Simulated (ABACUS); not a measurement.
The system is Te2Mo, a slab with vacuum.

```
CELL_PARAMETERS angstrom
6.36161 0.00000 0.00000
0.00000 3.48040 0.00000
-0.08574 0.00000 36.17589
ATOMIC_POSITIONS crystal
Te 0.42925 0.75000 0.54070
Te 0.57075 0.25000 0.45930
Te 0.92085 0.25000 0.55653
Te 0.07915 0.75000 0.44347
Mo 0.18135 0.25000 0.49747
Mo 0.81865 0.75000 0.50253
```

```yaml
Program: ABACUS 3.10.1
Task: single point
Functional: PBE
Potentials_or_basis: PseudoDojo NC SR 0.4.1 PBE standard
Cutoff: 1129 eV
Density_cutoff: 4517 eV
Basis: plane waves
k_mesh: 4 × 8 × 1
Occupations: fermi-dirac, width 0.05 eV
Spin: no spin polarisation
```

On this cell: largest force 0.337 eV/Å; band gap on the k mesh none (metal or under the smearing width).

The same run follows on a disturbed copy (atoms moved at random, drawn with an rms of 0.05 Å):

```
Te Mo
1.0
     6.36161    0.00000    0.00000
     0.00000    3.48040    0.00000
    -0.08574    0.00000   36.17589
Te Mo
4 2
Direct
  0.43292 0.75103 0.54077
  0.57498 0.25758 0.45904
  0.91713 0.25191 0.55678
  0.07944 0.73734 0.44383
  0.18413 0.25975 0.49747
  0.81776 0.75067 0.50179
```

Q: What does the disturbed cell give?

A: The energy (extrapolated to zero smearing) moves by +6.1 meV/atom; largest force 0.796 eV/Å; band gap on the k mesh none (metal or under the smearing width).

Forces on the atoms (eV/Å):
```
Te  -0.100  0.036  0.053
Te  -0.279 -0.091 -0.221
Te   0.118  0.001 -0.059
Te   0.140  0.467 -0.629
Mo  -0.054 -0.486  0.270
Mo   0.175  0.073  0.587
```

Stress tensor (GPa, compression positive):
```
 0.20 -0.05  0.05
-0.05  0.05 -0.14
 0.05 -0.14  0.31
```
